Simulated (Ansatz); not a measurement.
Born–Oppenheimer molecular dynamics of a periodic cell of 24 atoms, SiO$_{2}$ (surface SiO2(110)). It goes on from the last frame of an earlier run, with new velocities.

These are results of DFT PBE, scalar-relativistic, plane waves, PAW (Ansatz), not measurements. Settings: PAW set soft_1, cutoff 420 eV, k mesh 2x2x1, fermi-dirac smearing 0.05 eV, no spin polarisation.

```
ensemble        : NVT, Langevin thermostat
time step       : 1.5 fs
steps asked     : 130
set temperature : 1800 K
friction        : 0.01 /fs
atoms held      : 1, 2, 4, 6, 13, 14, 16, 18
seed            : 265862
```

Frames 3 fs apart, positions in Å, forces in eV/Å.

Velocities at 165 fs (Å/ps):

```
Si 0.00 0.00 0.00
Si 0.00 0.00 0.00
O 1.46 -11.99 13.84
O 0.00 0.00 0.00
O -8.30 1.80 6.44
O 0.00 0.00 0.00
Si 0.14 -1.61 11.26
Si -12.25 -7.56 3.69
O 4.73 11.26 2.56
O -9.81 -5.08 2.46
O -0.36 1.01 -15.74
O 5.37 5.37 4.90
Si 0.00 0.00 0.00
Si 0.00 0.00 0.00
O -2.40 0.66 -9.88
O 0.00 0.00 0.00
O 7.70 -9.59 -7.91
O 0.00 0.00 0.00
Si -5.11 1.98 -0.29
Si -7.62 -3.71 1.46
O -3.23 -4.87 7.89
O -4.63 2.67 -6.91
O -17.23 11.19 -1.25
O 3.53 -1.15 -9.40
```

```xyz
24
Lattice="5.9206 0.0000 0.0000 0.0000 5.3368 0.0000 0.0000 0.0000 17.7714" Properties=species:S:1:pos:R:3:forces:R:3 time_fs=165 energy_less_start_eV=1.842 T=1154
Si 0.000 0.000 1.000 0.62 0.24 4.30
Si 2.960 1.334 1.000 -0.22 0.12 -1.57
O 6.152 0.124 2.639 -0.82 -1.92 -0.83
O 1.149 1.334 1.000 -1.25 0.61 -4.60
O 2.968 0.020 1.953 0.20 -0.10 -0.02
O 4.771 1.334 1.000 1.42 0.07 -3.23
Si 3.364 -0.016 4.502 -2.46 0.19 -0.31
Si 0.182 1.189 3.861 1.04 4.87 4.14
O 3.145 -0.639 6.154 0.07 2.22 -2.31
O 4.330 1.390 4.237 -1.56 0.45 -1.23
O -0.107 -0.076 4.840 1.58 -0.11 3.51
O 2.082 1.396 4.407 0.91 -2.21 -0.94
Si 0.000 2.668 1.000 0.58 -0.17 5.35
Si 2.960 4.003 1.000 -0.40 -0.96 0.11
O 5.973 2.626 2.741 0.19 -0.67 -1.01
O 1.149 4.003 1.000 -1.77 -0.16 -3.39
O 2.903 2.610 1.988 1.08 0.84 0.43
O 4.771 4.003 1.000 1.85 0.08 -2.56
Si 3.226 2.716 4.231 -3.05 1.54 0.02
Si 0.074 3.892 4.041 2.94 -1.48 -0.52
O 3.460 3.374 5.934 0.17 -3.21 -0.63
O 4.292 4.018 3.584 -1.84 0.04 2.10
O 0.236 2.659 5.093 -0.84 -1.11 -0.55
O 1.928 3.919 3.617 1.55 0.84 3.74
24
Lattice="5.9206 0.0000 0.0000 0.0000 5.3368 0.0000 0.0000 0.0000 17.7714" Properties=species:S:1:pos:R:3:forces:R:3 time_fs=168 energy_less_start_eV=1.999 T=963
Si 0.000 0.000 1.000 0.71 0.25 5.00
Si 2.960 1.334 1.000 -0.22 -1.06 -1.58
O 6.154 0.087 2.674 -0.83 -1.36 -2.51
O 1.149 1.334 1.000 -1.34 0.42 -4.51
O 2.950 0.020 1.978 0.35 -0.06 -0.75
O 4.771 1.334 1.000 1.48 -0.19 -3.30
Si 3.362 -0.019 4.529 -2.70 0.24 -0.63
Si 0.139 1.176 3.880 1.41 6.19 2.73
O 3.159 -0.604 6.162 0.29 0.85 -2.17
O 4.299 1.377 4.240 -0.49 0.81 -1.39
O -0.100 -0.073 4.799 1.20 -0.98 5.61
O 2.106 1.401 4.420 -0.19 -2.21 -0.80
Si 0.000 2.668 1.000 0.55 -0.15 5.20
Si 2.960 4.003 1.000 -0.39 -0.50 0.51
O 5.970 2.628 2.709 0.09 -0.83 0.06
O 1.149 4.003 1.000 -1.67 -0.19 -3.50
O 2.928 2.592 1.971 0.80 1.78 0.76
O 4.771 4.003 1.000 1.76 0.19 -2.69
Si 3.204 2.728 4.229 -2.79 1.39 0.26
Si 0.058 3.881 4.042 2.84 -0.95 -1.78
O 3.447 3.352 5.953 -0.14 -1.76 -0.70
O 4.269 4.030 3.574 -1.35 -0.25 2.37
O 0.186 2.688 5.091 -0.46 -2.12 -0.15
O 1.942 3.918 3.605 1.11 0.48 3.97
24
Lattice="5.9206 0.0000 0.0000 0.0000 5.3368 0.0000 0.0000 0.0000 17.7714" Properties=species:S:1:pos:R:3:forces:R:3 time_fs=171 energy_less_start_eV=1.869 T=1188
Si 0.000 0.000 1.000 0.73 0.15 5.46
Si 2.960 1.334 1.000 -0.25 -1.60 -1.08
O 6.154 0.038 2.696 -0.90 -0.19 -2.91
O 1.149 1.334 1.000 -1.33 0.34 -4.34
O 2.928 0.010 2.000 0.50 0.43 -1.42
O 4.771 1.334 1.000 1.52 -0.43 -3.33
Si 3.352 -0.017 4.548 -2.68 0.13 -0.91
Si 0.105 1.181 3.904 1.42 6.09 1.49
O 3.178 -0.574 6.169 0.38 -0.37 -1.96
O 4.270 1.368 4.233 0.63 1.01 -1.49
O -0.079 -0.078 4.784 0.94 -1.25 6.68
O 2.136 1.388 4.423 -1.41 -1.99 -0.64
Si 0.000 2.668 1.000 0.50 -0.06 4.86
Si 2.960 4.003 1.000 -0.33 -0.14 0.76
O 5.971 2.639 2.677 0.03 -1.08 1.25
O 1.149 4.003 1.000 -1.50 -0.28 -3.71
O 2.967 2.598 1.965 0.38 1.59 0.60
O 4.771 4.003 1.000 1.67 0.31 -2.91
Si 3.171 2.743 4.237 -2.12 1.11 0.40
Si 0.051 3.874 4.041 2.49 -0.45 -2.53
O 3.432 3.318 5.966 -0.39 -0.44 -0.66
O 4.240 4.043 3.579 -0.61 -0.44 2.57
O 0.139 2.699 5.095 -0.08 -2.67 -0.18
O 1.960 3.915 3.618 0.42 0.24 3.99
24
Lattice="5.9206 0.0000 0.0000 0.0000 5.3368 0.0000 0.0000 0.0000 17.7714" Properties=species:S:1:pos:R:3:forces:R:3 time_fs=174 energy_less_start_eV=1.388 T=1338
Si 0.000 0.000 1.000 0.70 0.02 5.83
Si 2.960 1.334 1.000 -0.26 -1.92 -0.61
O 6.149 -0.015 2.711 -0.99 1.10 -2.59
O 1.149 1.334 1.000 -1.30 0.28 -4.16
O 2.909 0.004 2.020 0.63 0.69 -1.96
O 4.771 1.334 1.000 1.59 -0.64 -3.35
Si 3.328 -0.017 4.561 -2.18 0.22 -1.32
Si 0.079 1.208 3.937 1.15 4.27 1.15
O 3.196 -0.554 6.169 0.33 -1.21 -1.61
O 4.239 1.375 4.212 1.51 0.64 -1.42
O -0.052 -0.084 4.804 0.77 -0.78 6.04
O 2.154 1.359 4.424 -2.44 -1.39 -0.54
Si 0.000 2.668 1.000 0.41 0.01 4.39
Si 2.960 4.003 1.000 -0.26 0.28 0.99
O 5.973 2.650 2.649 0.04 -1.24 2.39
O 1.149 4.003 1.000 -1.29 -0.40 -3.92
O 3.012 2.608 1.958 -0.14 1.29 0.45
O 4.771 4.003 1.000 1.57 0.41 -3.14
Si 3.131 2.760 4.250 -1.19 0.54 0.53
Si 0.054 3.869 4.034 1.93 0.44 -2.50
O 3.419 3.286 5.966 -0.54 0.45 -0.45
O 4.209 4.053 3.592 0.16 -0.51 2.67
O 0.095 2.695 5.100 0.31 -2.67 -0.57
O 1.976 3.913 3.648 -0.51 0.12 3.70
24
Lattice="5.9206 0.0000 0.0000 0.0000 5.3368 0.0000 0.0000 0.0000 17.7714" Properties=species:S:1:pos:R:3:forces:R:3 time_fs=177 energy_less_start_eV=0.774 T=1663
Si 0.000 0.000 1.000 0.64 -0.13 6.07
Si 2.960 1.334 1.000 -0.25 -1.95 -0.15
O 6.138 -0.067 2.718 -1.04 2.13 -1.92
O 1.149 1.334 1.000 -1.29 0.24 -3.94
O 2.896 -0.003 2.036 0.69 0.92 -2.34
O 4.771 1.334 1.000 1.72 -0.77 -3.31
Si 3.299 -0.019 4.566 -1.48 0.37 -1.83
Si 0.059 1.254 3.968 0.84 1.36 1.79
O 3.208 -0.543 6.157 0.24 -1.85 -1.07
O 4.213 1.396 4.181 1.72 -0.13 -1.24
O -0.030 -0.091 4.861 0.61 0.12 3.82
O 2.146 1.329 4.421 -2.86 -0.69 -0.50
Si 0.000 2.668 1.000 0.33 0.07 4.05
Si 2.960 4.003 1.000 -0.18 0.41 1.17
O 5.987 2.662 2.637 0.01 -1.43 2.96
O 1.149 4.003 1.000 -1.10 -0.53 -4.07
O 3.057 2.616 1.962 -0.68 1.02 0.23
O 4.771 4.003 1.000 1.53 0.43 -3.31
Si 3.088 2.771 4.259 -0.06 -0.20 0.67
Si 0.062 3.865 4.019 1.29 1.72 -1.57
O 3.410 3.253 5.953 -0.66 1.11 -0.08
O 4.180 4.055 3.617 0.89 -0.42 2.48
O 0.050 2.677 5.102 0.77 -2.09 -1.03
O 1.991 3.915 3.694 -1.67 0.28 3.11
24
Lattice="5.9206 0.0000 0.0000 0.0000 5.3368 0.0000 0.0000 0.0000 17.7714" Properties=species:S:1:pos:R:3:forces:R:3 time_fs=180 energy_less_start_eV=0.360 T=1846
Si 0.000 0.000 1.000 0.57 -0.26 6.13
Si 2.960 1.334 1.000 -0.21 -1.66 0.09
O 6.126 -0.112 2.714 -1.07 2.79 -0.94
O 1.149 1.334 1.000 -1.33 0.23 -3.73
O 2.887 -0.006 2.039 0.73 0.94 -2.31
O 4.771 1.334 1.000 1.89 -0.82 -3.19
Si 3.275 -0.021 4.567 -0.95 0.62 -2.38
Si 0.043 1.309 4.000 0.68 -1.33 2.30
O 3.212 -0.532 6.137 0.16 -2.32 -0.31
O 4.197 1.429 4.140 1.24 -1.20 -0.95
O -0.006 -0.099 4.946 0.32 0.83 1.15
O 2.123 1.306 4.416 -2.65 -0.15 -0.53
Si 0.000 2.668 1.000 0.29 0.12 4.03
Si 2.960 4.003 1.000 -0.11 0.41 1.14
O 6.013 2.675 2.641 -0.11 -1.66 2.78
O 1.149 4.003 1.000 -0.96 -0.65 -4.20
O 3.097 2.626 1.969 -1.18 0.66 0.09
O 4.771 4.003 1.000 1.54 0.41 -3.42
Si 3.045 2.775 4.260 1.14 -1.00 1.02
Si 0.070 3.872 3.999 0.74 2.59 -0.25
O 3.398 3.228 5.942 -0.74 1.53 0.23
O 4.151 4.050 3.656 1.61 -0.05 1.98
O 0.006 2.651 5.088 1.27 -0.85 -0.99
O 1.996 3.918 3.751 -2.88 0.83 2.26
24
Lattice="5.9206 0.0000 0.0000 0.0000 5.3368 0.0000 0.0000 0.0000 17.7714" Properties=species:S:1:pos:R:3:forces:R:3 time_fs=183 energy_less_start_eV=0.331 T=2099
Si 0.000 0.000 1.000 0.52 -0.36 6.25
Si 2.960 1.334 1.000 -0.13 -1.17 0.16
O 6.112 -0.144 2.715 -1.11 3.12 -0.44
O 1.149 1.334 1.000 -1.38 0.24 -3.54
O 2.884 -0.001 2.032 0.75 0.72 -1.95
O 4.771 1.334 1.000 2.06 -0.81 -3.08
Si 3.252 -0.016 4.568 -0.71 0.79 -2.94
Si 0.035 1.371 4.041 0.68 -4.00 1.62
O 3.210 -0.524 6.113 0.12 -2.62 0.56
O 4.191 1.464 4.096 0.31 -2.30 -0.63
O 0.027 -0.098 5.034 -0.15 0.90 -0.83
O 2.087 1.292 4.405 -1.93 0.25 -0.55
Si 0.000 2.668 1.000 0.27 0.15 4.29
Si 2.960 4.003 1.000 -0.08 0.47 0.94
O 6.043 2.685 2.655 -0.31 -1.85 2.12
O 1.149 4.003 1.000 -0.88 -0.71 -4.27
O 3.132 2.642 1.972 -1.63 0.17 0.07
O 4.771 4.003 1.000 1.61 0.40 -3.49
Si 3.013 2.775 4.260 1.73 -1.48 1.33
Si 0.076 3.886 3.981 0.47 3.02 1.01
O 3.379 3.211 5.938 -0.79 1.73 0.44
O 4.123 4.033 3.709 2.07 0.66 1.27
O -0.031 2.623 5.062 1.67 1.45 0.19
O 1.973 3.919 3.812 -3.17 1.23 1.47
24
Lattice="5.9206 0.0000 0.0000 0.0000 5.3368 0.0000 0.0000 0.0000 17.7714" Properties=species:S:1:pos:R:3:forces:R:3 time_fs=186 energy_less_start_eV=0.623 T=1907
Si 0.000 0.000 1.000 0.47 -0.44 6.41
Si 2.960 1.334 1.000 -0.03 -0.45 0.00
O 6.091 -0.169 2.719 -1.05 3.33 -0.33
O 1.149 1.334 1.000 -1.49 0.28 -3.34
O 2.885 0.013 2.015 0.72 0.21 -1.33
O 4.771 1.334 1.000 2.18 -0.71 -2.92
Si 3.223 -0.006 4.560 -0.70 0.62 -3.12
Si 0.032 1.426 4.089 0.79 -7.40 -0.42
O 3.204 -0.526 6.092 0.09 -2.61 1.14
O 4.179 1.482 4.055 -0.33 -2.87 -0.30
O 0.066 -0.081 5.117 -0.67 0.60 -2.13
O 2.038 1.285 4.381 -1.09 0.56 -0.52
Si 0.000 2.668 1.000 0.29 0.19 4.68
Si 2.960 4.003 1.000 -0.09 0.76 0.49
O 6.075 2.699 2.678 -0.58 -2.17 1.18
O 1.149 4.003 1.000 -0.83 -0.71 -4.28
O 3.153 2.670 1.968 -1.93 -0.62 0.33
O 4.771 4.003 1.000 1.70 0.39 -3.54
Si 2.985 2.765 4.260 1.76 -1.08 1.40
Si 0.080 3.897 3.965 0.21 3.51 2.09
O 3.347 3.206 5.941 -0.79 1.68 0.52
O 4.105 4.025 3.767 1.94 1.02 0.55
O -0.060 2.603 5.042 1.65 4.83 2.60
O 1.927 3.930 3.884 -2.22 1.08 0.84
24
Lattice="5.9206 0.0000 0.0000 0.0000 5.3368 0.0000 0.0000 0.0000 17.7714" Properties=species:S:1:pos:R:3:forces:R:3 time_fs=189 energy_less_start_eV=0.768 T=1804
Si 0.000 0.000 1.000 0.42 -0.48 6.50
Si 2.960 1.334 1.000 0.07 0.55 -0.31
O 6.064 -0.176 2.727 -0.90 3.33 -0.41
O 1.149 1.334 1.000 -1.61 0.35 -3.19
O 2.884 0.035 1.996 0.67 -0.61 -0.59
O 4.771 1.334 1.000 2.25 -0.54 -2.76
Si 3.186 0.002 4.546 -0.72 0.20 -2.90
Si 0.025 1.453 4.132 0.93 -8.82 -1.39
O 3.201 -0.534 6.078 0.06 -2.36 1.32
O 4.166 1.486 4.014 -0.85 -3.00 0.20
O 0.088 -0.069 5.182 -1.05 0.68 -2.78
O 1.979 1.288 4.362 0.00 0.65 -0.45
Si 0.000 2.668 1.000 0.35 0.20 5.23
Si 2.960 4.003 1.000 -0.14 1.13 -0.01
O 6.110 2.703 2.717 -0.90 -2.38 -0.18
O 1.149 4.003 1.000 -0.88 -0.67 -4.13
O 3.166 2.702 1.969 -2.11 -1.53 0.65
O 4.771 4.003 1.000 1.85 0.39 -3.51
Si 2.968 2.753 4.266 1.45 -0.27 1.28
Si 0.087 3.910 3.957 -0.26 3.62 2.81
O 3.319 3.210 5.948 -0.75 1.50 0.61
O 4.099 4.020 3.823 1.34 1.23 -0.16
O -0.079 2.622 5.040 1.25 5.99 3.94
O 1.871 3.940 3.967 -0.48 0.86 0.24
```

Of the whole run (195 fs, mean temperature of the second half 1737 K): A run of 0.2 ps of so small a system gives no equilibrium averages. Limits of this set-up: coarse k mesh, thin slab, slab without dipole correction.

The run took 21 min on 1 thread of Arm Neoverse V2 (shared host), peak memory 0.81 GiB.
